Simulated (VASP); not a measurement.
# WSe2 in VASP: one cell, several levels of theory

The task here is to estimate one member of a computed series from the others.

The runs shown are made with VASP 6.6.1. PAW datasets, plane waves. (Calculated; spin-unpolarised; the phase may be known or hypothetical.)

### The system as given

The cell comes from an earlier relaxation with r2SCAN in another program.

Space group Fm-3m (No. 225), cubic; a = 6.185 Å in the conventional setting, 19.72 Å³ an atom. W has 8 Se at 2.68 Å; Se has 4 W at 2.68 Å.

Structure file:

```cif
data_structure
_symmetry_space_group_name_H-M 'Fm-3m'
_symmetry_Int_Tables_number 225
_cell_length_a 6.1850
_cell_length_b 6.1850
_cell_length_c 6.1850
_cell_angle_alpha 90.000
_cell_angle_beta 90.000
_cell_angle_gamma 90.000
_cell_volume 236.60
loop_
_atom_site_label
_atom_site_type_symbol
_atom_site_symmetry_multiplicity
_atom_site_Wyckoff_symbol
_atom_site_fract_x
_atom_site_fract_y
_atom_site_fract_z
_atom_site_occupancy
W1 W 4 a 0.00000 0.00000 0.00000 1
Se1 Se 8 c 0.25000 0.75000 0.75000 1
```

The first run:

INCAR reads:

```
ENCUT = 520.000000
SIGMA = 0.020000
EDIFF = 1.00e-07
GGA = PE
PREC = Accurate
IBRION = -1
ISIF = 2
ISMEAR = -1
NBANDS = 20
NELM = 120
NSW = 0
LASPH = .TRUE.
LCHARG = .FALSE.
LWAVE = .FALSE.
LREAL = .FALSE.
```

KPOINTS reads:

```
KPOINTS created by Atomic Simulation Environment
0
Gamma
8 8 8
0 0 0
```

KPOINTS_OPT reads:

```
special points
6
Reciprocal
0.0000000000 0.0000000000 0.0000000000 1
0.5000000000 0.0000000000 0.5000000000 1
0.5000000000 0.2500000000 0.7500000000 1
0.3750000000 0.3750000000 0.7500000000 1
0.5000000000 0.5000000000 0.5000000000 1
0.6250000000 0.2500000000 0.6250000000 1
```

POSCAR reads:

```
W  Se
 1.0000000000000000
     0.0000000000000000    3.0924832561503570    3.0924832561503570
     3.0924832561503570   -0.0000000000000000    3.0924832561503570
     3.0924832561503570    3.0924832561503570    0.0000000000000000
 W   Se
   1   2
Cartesian
 -0.0000000000000000  0.0000000000000000  0.0000000000000000
  1.5462416280751785  1.5462416280751785  1.5462416280751785
  4.6387248842255353  4.6387248842255353  4.6387248842255353
```

Potentials: the recommended PBE PAW datasets, 26 valence electrons in the neutral cell.

Started as:

```bash
> mpirun -np 1 vasp_std
```

Among the steps run: PBE; Single point with r2SCAN; LDA; PBEsol; Single point with PBE+SOC.

One of the session's tables, all rows but one given; the rest of the session is left out.

| level | gap (eV) | pressure (GPa) |
| --- | --- | --- |
| PBE | ? | ? |
| r2SCAN | -1.01 | -0.72 |
| LDA | -0.89 | -6.48 |
| PBEsol | -0.89 | -4.26 |
| PBE+SOC | -0.73 | 1.53 |

**Question.** Estimate the row for PBE.

The run gave: gap (eV): -0.90; pressure (GPa): 0.79. In the column «gap (eV)» it lies between r2SCAN (-1.01) and LDA (-0.89).

A negative gap is an overlap of bands.

No gap over 0.02 eV opens at any of these levels. The PBE bands overlap with and without spin-orbit coupling. Leaving spin-orbit runs aside: At this one volume the pressure spans -6.5 GPa (LDA) to 0.8 GPa (PBE): PBE wants the largest cell and LDA the smallest.
